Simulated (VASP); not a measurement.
# SnSe (Fm-3m) in VASP: further runs

The runs below take SnSe through relaxation of cell and atoms, with PBEsol.

All numbers are computed with VASP 6.6.1; they aren't measurements. Logs are shortened: lines on timing, memory, paths and dates and some standing lists are left out, and cuts for length are marked.

## (1) Starting point

It takes space group Fm-3m (No. 225, cubic). The conventional cell has a = 5.952 Å, b = 5.952 Å, c = 5.952 Å, α = 90.00°, β = 90.00°, γ = 90.00°. Around Sn (site symmetry m-3m) lie 6 Se at 2.98 Å. Se (site symmetry m-3m) has 6 Sn at 2.98 Å as nearest neighbours.

The cell was built by a generator and needn't be a form met in nature.

## (2) Relaxation of cell and atoms, PBEsol

Contents of INCAR:

```
SYSTEM = SnSe
PREC = Accurate ; ENCUT = 600
EDIFF = 1E-7 ; ISMEAR = 0
SIGMA = 0.03 ; LREAL = .False.
LASPH = .True. ; NELM = 80
ALGO = Normal ; ISIF = 3
LWAVE = .False. ; LCHARG = .False.
GGA = PS ; IBRION = 2
NSW = 90 ; EDIFFG = -0.005
KPAR = 2
```

Contents of KPOINTS:

```
Automatic mesh
0
Gamma
  10 10 10
  0 0 0
```

Contents of POSCAR:

```
SnSe                                    
1.0
   -0.0000000000      2.9758393121      2.9758393121
    2.9758393121      0.0000000000      2.9758393121
    2.9758393121      2.9758393121     -0.0000000000
  Sn              Se            
     1     1
Direct
     0.0000000000000000    0.0000000000000000    0.0000000000000000
     0.5000000000000000    0.5000000000000000    0.5000000000000000
```

Potentials or basis: VASP PAW PBE potentials, release 64 (Sn_d, Se).

Command:

```console
cat potpaw_PBE.64/Sn_d/POTCAR potpaw_PBE.64/Se/POTCAR > POTCAR
mpirun -np 2 vasp_std > vasp.out
```

OUTCAR:

```text
SYSTEM = SnSe
   PREC = Accurate
   ENCUT = 600
   EDIFF = 1E-7
   ISMEAR = 0
   LREAL = .False.
   LASPH = .True.
   NELM = 80
   ISIF = 3
   GGA = PS
   IBRION = 2
   NSW = 90
   EDIFFG = -0.005

 ion  position               nearest neighbor table
   1  0.000  0.000  0.000-   2 2.98   2 2.98   2 2.98   2 2.98   2 2.98   2 2.98
   2  0.500  0.500  0.500-   1 2.98   1 2.98   1 2.98   1 2.98   1 2.98   1 2.98

  LATTYP: Found a face centered cubic cell.
 ALAT       =     5.9516786242

  Lattice vectors:

 A1 = (   0.0000000000,   2.9758393121,   2.9758393121)
 A2 = (   2.9758393121,   0.0000000000,   2.9758393121)
 A3 = (   2.9758393121,   2.9758393121,   0.0000000000)

Analysis of symmetry for initial positions (statically):
=====================================================================
 Subroutine PRICEL returns:
 Original cell was already a primitive cell.

 Routine SETGRP: Setting up the symmetry group for a
 face centered cubic supercell.

 Subroutine GETGRP returns: Found 48 space group operations
 (whereof 48 operations were pure point group operations)
 out of a pool of 48 trial point group operations.

The static configuration has the point symmetry O_h .

Analysis of symmetry for dynamics (positions and initial velocities):
=====================================================================
 Subroutine PRICEL returns:
 Original cell was already a primitive cell.

 Routine SETGRP: Setting up the symmetry group for a
 face centered cubic supercell.

 Subroutine GETGRP returns: Found 48 space group operations
 (whereof 48 operations were pure point group operations)
 out of a pool of 48 trial point group operations.

The dynamic configuration has the point symmetry O_h .

 Subroutine INISYM returns: Found 48 space group operations
 (whereof 48 operations are pure point group operations),
 and found     1 'primitive' translations

----------------------------------------------------------------------------------------

                                     Primitive cell

  volume of cell :      52.7058

  direct lattice vectors                    reciprocal lattice vectors
     0.000000000  2.975839312  2.975839312    -0.168019825  0.168019825  0.168019825
     2.975839312  0.000000000  2.975839312     0.168019825 -0.168019825  0.168019825
     2.975839312  2.975839312  0.000000000     0.168019825  0.168019825 -0.168019825

  length of vectors
     4.208472315  4.208472315  4.208472315     0.291018873  0.291018873  0.291018873

  position of ions in fractional coordinates (direct lattice)
     0.000000000  0.000000000  0.000000000
     0.500000000  0.500000000  0.500000000

  ion indices of the primitive-cell ions
   primitive index   ion index
                 1           1
                 2           2

----------------------------------------------------------------------------------------

 KPOINTS: Automatic mesh

Automatic generation of k-mesh.
 Grid dimensions read from file:
 generate k-points for:   10   10   10

 Generating k-lattice:

  Cartesian coordinates                     Fractional coordinates (reciprocal lattice)
    -0.016801982  0.016801982  0.016801982     0.100000000  0.000000000  0.000000000
     0.016801982 -0.016801982  0.016801982     0.000000000  0.100000000  0.000000000
     0.016801982  0.016801982 -0.016801982     0.000000000  0.000000000  0.100000000

  Length of vectors
     0.029101887  0.029101887  0.029101887

  Shift w.r.t. Gamma in fractional coordinates (k-lattice)
     0.000000000  0.000000000  0.000000000

 Subroutine IBZKPT returns following result:
 ===========================================

 Found     47 irreducible k-points:

 Following reciprocal coordinates:
            Coordinates               Weight
  0.000000  0.000000  0.000000      1.000000
  0.100000  0.000000  0.000000      8.000000
  0.200000  0.000000  0.000000      8.000000
  0.300000  0.000000  0.000000      8.000000
  0.400000  0.000000  0.000000      8.000000
  0.500000  0.000000  0.000000      4.000000
[... 16 lines left out ...]
  0.300000  0.300000  0.000000      6.000000
  0.400000  0.300000  0.000000     24.000000
 [... further k-points ...]
   k-points           NKPTS =     47   k-points in BZ     NKDIM =     47   number of bands    NBANDS=     14
   number of dos      NEDOS =    301   number of ions     NIONS =      2
   total plane-waves  NPLWV =  46656
   dimension x,y,z NGX =    36 NGY =   36 NGZ =   36
   dimension x,y,z NGXF=    72 NGYF=   72 NGZF=   72
   ions per type =               1   1
   NGX,Y,Z   is equivalent  to a cutoff of  14.22, 14.22, 14.22 a.u.
   NGXF,Y,Z  is equivalent  to a cutoff of  28.44, 28.44, 28.44 a.u.
 SYSTEM =  SnSe
   PREC   = accura    normal or accurate (medium, high low for compatibility)
   ISTART =      0    job   : 0-new  1-cont  2-samecut
   ICHARG =      2    charge: 1-file 2-atom 10-const
   ISPIN  =      1    spin polarized calculation?
   LNONCOLLINEAR =      F non collinear calculations
   LSORBIT =      F    spin-orbit coupling
   LASPH  =      T    aspherical Exc in radial PAW
   ENCUT  =  600.0 eV  44.10 Ry    6.64 a.u.   8.41  8.41  8.41*2*pi/ulx,y,z
   NELM   =     80;   NELMIN=  2; NELMDL= -5     # of ELM steps
   EDIFF  = 0.1E-06   stopping-criterion for ELM
   LREAL  =      F    real-space projection
   EDIFFG = -.5E-02   stopping-criterion for IOM
   NSW    =     90    number of steps for IOM
   IBRION =      2    ionic relax: 0-MD 1-quasi-New 2-CG
   NFREE  =      1    steps in history (QN), initial steepest desc. (CG)
   ISIF   =      3    stress and relaxation
   ISYM   =      2    0-nonsym 1-usesym 2-fastsym
   POTIM  = 0.5000    time-step for ionic-motion
   TEBEG  =    0.0;   TEEND  =   0.0 temperature during run
   PSTRESS=    0.0 pullay stress
   NELECT =      20.0000    total number of electrons
   NUPDOWN=      -1.0000    fix difference up-down
   EMIN   =  10.00;   EMAX   =-10.00  energy-range for DOS
   EFERMI =   0.00;   METHOD = LEGACY
   ISMEAR =     0;   SIGMA  =   0.03  broadening in eV -4-tet -1-fermi 0-gaus
   EFERMI_NEDOS =   21; number of points for ismear=-14 and -15
   IALGO  =     38    algorithm
   IMIX   =      4    mixing-type and parameters
     AMIX     =   0.40;   BMIX     =  1.00
     AMIX_MAG =   1.60;   BMIX_MAG =  1.00
  volume/ion in A,a.u.               =      26.35       177.84
  Fermi-wavevector in a.u.,A,eV,Ry     =   1.185219  2.239740 19.112711  1.404745
  Thomas-Fermi vector in A             =   2.321417
   LORBIT       =      0    0 simple, 1 ext, 2 COOP (PROOUT), +10 PAW based schemes
   GGA     = PS    functional components
   LHFCALC =     F    Hartree Fock is set to
   AEXX    =    0.0000 exact exchange contribution
   IVDW    =     0    specifies the selected vdW correction
   LEPSILON=     F    determine dielectric tensor
   LRPA    =     F    only Hartree local field effects (RPA)
 conjugate gradient relaxation of ions
 non-spin polarized calculation
 Gauss-broadening in eV      SIGMA  =   0.03
  energy-cutoff  :      600.00
  volume of cell :       52.71
 maximum number of plane-waves:      1807
 NGX is ok and might be reduce to    36
   NGX = 17   NGY = 17   NGZ = 17

 number of electron      19.9999998 magnetization

 Free energy of the ion-electron system (eV)
  ---------------------------------------------------
  ext. energy  EPLUGINS =         0.00000000
  ---------------------------------------------------
  free energy    TOTEN  =        -8.97808223 eV

  energy without entropy =       -8.97808223  energy(sigma->0) =       -8.97808223

 E-fermi :   5.9543     XC(G=0):  -9.9298

 val. band max:        5.7924933568   @ k =  -0.2000   0.2000   0.0000
 cond. band min:       6.2696947219   @ k =  -0.4000   0.1000   0.0000
 fundamental gap:      0.4772013651
 Fermi energy:         5.9543448796

 k-point     1 :       0.0000    0.0000    0.0000
  band No.  band energies     occupation
      1     -15.6502      2.00000
      2     -15.6502      2.00000
      3     -15.6495      2.00000
      4     -15.6495      2.00000
      5     -15.6495      2.00000
      6      -8.2843      2.00000
      7       0.8338      2.00000
      8       3.5497      2.00000
      9       3.5497      2.00000
     10       3.5497      2.00000
     11      10.2427      0.00000
     12      10.2427      0.00000
     13      10.2427      0.00000
     14      11.5914      0.00000

 k-point     2 :       0.1000    0.0000    0.0000
  band No.  band energies     occupation
      1     -15.6510      2.00000
      2     -15.6510      2.00000
      3     -15.6492      2.00000
      4     -15.6482      2.00000
      5     -15.6482      2.00000
      6      -8.2086      2.00000
      7       0.3865      2.00000
      8       3.5620      2.00000
      9       3.5620      2.00000
     10       3.9082      2.00000
     11       9.5806      0.00000
     12       9.6946      0.00000
     13       9.6946      0.00000
     14      11.5755      0.00000

 k-point     3 :       0.2000    0.0000    0.0000
  band No.  band energies     occupation
      1     -15.6535      2.00000
      2     -15.6535      2.00000
      3     -15.6485      2.00000
      4     -15.6443      2.00000
      5     -15.6443      2.00000
      6      -7.9949      2.00000
      7      -0.5215      2.00000
      8       3.6036      2.00000
      9       3.6036      2.00000
     10       4.5541      2.00000
     11       8.4968      0.00000
     12       8.7224      0.00000
     13       8.7224      0.00000
     14      11.6668      0.00000
[... 324 lines left out ...]
 k-point    23 :       0.3000    0.3000    0.0000
  band No.  band energies     occupation
      1     -15.6705      2.00000
      2     -15.6547      2.00000
      3     -15.6443      2.00000
      4     -15.6360      2.00000
      5     -15.6360      2.00000
      6      -7.4929      2.00000
      7      -0.8377      2.00000
      8       2.4779      2.00000
      9       2.4779      2.00000
     10       3.0939      2.00000
     11       8.9736      0.00000
     12       9.2333      0.00000
     13      10.6162      0.00000
     14      10.6162      0.00000

 k-point    24 :       0.4000    0.3000    0.0000
  band No.  band energies     occupation
      1     -15.6748      2.00000
      2     -15.6546      2.00000
      3     -15.6447      2.00000
      4     -15.6338      2.00000
      5     -15.6328      2.00000
      6      -7.2666      2.00000
      7      -1.0538      2.00000
      8       1.8963      2.00000
      9       2.3663      2.00000
     10       2.7634      2.00000
     11       9.1182      0.00000
     12       9.7678      0.00000
     13      10.4420      0.00000
     14      10.8465      0.00000

 [... further k-points ...]

------------------------ aborting loop because EDIFF is reached ----------------------------------------

  FORCE on cell =-STRESS in cart. coord.  units (eV):
  Direction    XX          YY          ZZ          XY          YZ          ZX
  --------------------------------------------------------------------------------------
  -------------------------------------------------------------------------------------
  Total       -0.0039981     -0.0039981     -0.0039981      0.0000000     -0.0000000      0.0000000
  in kB       -0.1215375     -0.1215375     -0.1215375      0.0000000     -0.0000000      0.0000000
  external PRESSURE =      -0.1215375 kB  Pullay stress =       0.0000000 kB

 VOLUME and BASIS-vectors are now :
 -----------------------------------------------------------------------------
  energy-cutoff  :      600.00
  volume of cell :       52.71
      direct lattice vectors                 reciprocal lattice vectors
     0.000000000  2.975839312  2.975839312    -0.168019825  0.168019825  0.168019825
     2.975839312  0.000000000  2.975839312     0.168019825 -0.168019825  0.168019825
     2.975839312  2.975839312  0.000000000     0.168019825  0.168019825 -0.168019825

 POSITION                                       TOTAL-FORCE (eV/Angst)
 -----------------------------------------------------------------------------------
      0.00000      0.00000      0.00000         0.000000      0.000000      0.000000
      2.97584      2.97584      2.97584         0.000000      0.000000      0.000000
 -----------------------------------------------------------------------------------
    total drift:                               -0.000000      0.000000      0.000000

  FREE ENERGIE OF THE ION-ELECTRON SYSTEM (eV)
  ---------------------------------------------------
  free  energy   TOTEN  =        -8.9780822278 eV

  energy  without entropy=       -8.9780822278  energy(sigma->0) =       -8.97808223

 reached required accuracy - stopping structural energy minimisation
```

Wall time 14 s (2 MPI ranks of AMD EPYC 9R45 (Zen 5), shared host); peak memory 0.21 GiB.

What came out:

| Quantity | Value |
| --- | --- |
| Free energy | -8.9781 eV |
| Pressure after relaxing | 0.0 GPa |
| Band gap on the k mesh | 0.48 eV, indirect (least direct gap 0.58 eV) |

Final structure:
```
Sn Se
1.0
     0.00000    2.97584    2.97584
     2.97584    0.00000    2.97584
     2.97584    2.97584    0.00000
Sn Se
1 1
Direct
  0.00000 0.00000 0.00000
  0.50000 0.50000 0.50000
```

Caveat: the relaxation stopped at its first step, so nothing moved; the PAW data sets were made with another functional, which shifts forces and pressure a little; spin-orbit coupling is left out, which moves the levels of the heavy elements.

## (3) Relaxation of cell and atoms, PBEsol

This run uses another cell than the first one, of 27.27 Å³/atom, 1.035 times its volume.

Contents of INCAR:

```
SYSTEM = SnSe
ALGO = Normal ; EDIFF = 1E-6
EDIFFG = -0.01 ; ENCUT = 600
GGA = PS ; IBRION = 2
ISIF = 3 ; ISMEAR = 0
KPAR = 2 ; LASPH = .TRUE.
LCHARG = .FALSE. ; LREAL = .FALSE.
LWAVE = .FALSE. ; NELM = 80
NSW = 90 ; PREC = Accurate
SIGMA = 0.03
```

Contents of KPOINTS:

```
k-points
0
G
  10 10 10
  0 0 0
```

Contents of POSCAR:

```
SnSe
1.0
    0.0000000000      3.0100000000      3.0100000000
    3.0100000000      0.0000000000      3.0100000000
    3.0100000000      3.0100000000      0.0000000000
Sn Se
1 1
Direct
    0.0000000000      0.0000000000      0.0000000000
    0.5000000000      0.5000000000      0.5000000000
```

Potentials or basis: VASP PAW PBE potentials, release 64 (Sn_d, Se).

Command:

```console
cat potpaw_PBE.64/Sn_d/POTCAR potpaw_PBE.64/Se/POTCAR > POTCAR
mpirun -np 2 vasp_std > vasp.out
```

Wall time 31 s (2 MPI ranks of Intel Xeon Platinum 8559C (Emerald Rapids), shared host); peak memory 0.24 GiB.

The run converged. Its results:

```yaml
Free_energy: -8.9782 eV
Relaxed_volume: 26.35 Å³/atom
Relaxed_cell: a = 4.208 Å, b = 4.208 Å, c = 4.208 Å, α = 60.00°, β = 60.00°, γ = 60.00°
Space_group_after_relaxing_to_0.05_Å: Fm-3m (No. 225)
Energy_gained_by_relaxing: 5.3 meV/atom
Ionic_steps: 3
Pressure_after_relaxing: 0.0 GPa
Band_gap_on_the_k_mesh: 0.48 eV, indirect (least direct gap 0.58 eV)
```

Step by step:
```
step  energy change (eV)  largest force (eV/Å)  pressure (GPa)  volume (Å³)
   1              0.0000                0.0000           -1.79        54.54
   2             -0.0096                0.0000            0.58        52.17
   3             -0.0105                0.0000            0.01        52.71
```

Final structure:
```xyz
2
Lattice="0.0000 2.9758 2.9758 2.9758 0.0000 2.9758 2.9758 2.9758 0.0000" Properties=species:S:1:pos:R:3 pbc="T T T"
Sn    0.0000    0.0000    0.0000
Se    2.9758    2.9758    2.9758
```

Levels at points of the mesh, in eV from the valence-band top:
| k point | band 6 | band 7 | band 8 | band 9 | band 10 | band 11 | band 12 | band 13 | band 14 |
| --- | --- | --- | --- | --- | --- | --- | --- | --- | --- |
| (0.00, 0.00, 0.00) | -14.08 | -4.96 | -2.24 | -2.24 | -2.24 | 4.45 | 4.45 | 4.45 | 5.80 |
| (0.50, 0.00, 0.00) | -13.06 | -8.22 | -1.99 | -1.99 | -0.07 | 0.73 | 1.23 | 1.23 | 8.26 |
| (0.50, 0.50, 0.00) | -12.74 | -6.01 | -5.71 | -3.77 | -3.77 | 2.84 | 5.55 | 5.55 | 6.19 |

Caveat: the PAW data sets were made with another functional, which shifts forces and pressure a little; spin-orbit coupling is left out, which moves the levels of the heavy elements. A k mesh can miss the band edges.

(Part 1 of 2 ends here.)
